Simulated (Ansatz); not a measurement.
# LiH: the cell at several levels of theory

An exercise on one series of results from a longer session: the logs are not shown, and one member is left open.

The runs shown are made with Ansatz 0.2.0. PAW datasets, plane waves, zero pressure. Calculated at 0 K for a non-magnetic cell.

## The system as given

It is cubic, Fm-3m (No. 225); conventional cell a = 4.074 Å, 8.45 Å³ an atom. Around Li lie 6 H at 2.04 Å; around H lie 6 Li at 2.04 Å.

Structure file:

Space group Fm-3m (No. 225). a = 4.074 Å, b = 4.074 Å, c = 4.074 Å, α = 90.00°, β = 90.00°, γ = 90.00°
| atom | site | symmetry | x | y | z |
| --- | --- | --- | --- | --- | --- |
| Li | 4a | m-3m | 0.0000 | 0.0000 | 0.0000 |
| H | 4b | m-3m | 0.5000 | 0.0000 | 0.0000 |

The first run:

input.yaml

```yaml
crystal:
  lattice:
    - [0.0, 2.03675, 2.03675]
    - [2.03675, 0.0, 2.03675]
    - [2.03675, 2.03675, 0.0]
  atoms:
    - { symbol: Li, position: [0.0, 0.0, 0.0] }
    - { symbol: H, position: [0.5, 0.5, 0.5] }
kpoints:
  mp_grid: { grid: [10, 10, 10] }
hamiltonian:
  xc: pbe
scf:
  occupations: { method: fermi_dirac, width: 0.02 }
relax:
  f_tol: 0.005
  cell: {}
```

On the command line:

```bash
ansatz run input.yaml --threads 1 --pin off --max-ram 2304MiB --backend cpu --events-out ev --progress --plain --runs-dir out
```

Among the steps run: PBE: cell and atoms; r2SCAN: cell and atoms; Relaxation with PBEsol; Relaxing with LDA; HSE06: cell and atoms.

One table of the session follows, with a row left open; its other results are not shown here.

```
 level  a (Å)  volume (Å³/atom)
   PBE  4.007             8.041
r2SCAN  4.007             8.041
PBEsol  3.980             7.881
   LDA      ?                 ?
 HSE06  3.989             7.932
```

Estimate the missing values for LDA.

As computed: a (Å): 3.910; volume (Å³/atom): 7.472. In the column «a (Å)» it is the lowest.

What this shows: The first relaxation changed the volume by -4.8 % from the start. The volume spreads over 7.6 % between the levels. LDA's volume lies 7.1 % below PBE's. The meshes differ: PBE 10×10×10, r2SCAN 10×10×10, PBEsol 10×10×10, LDA 10×10×10, HSE06 6×6×6.
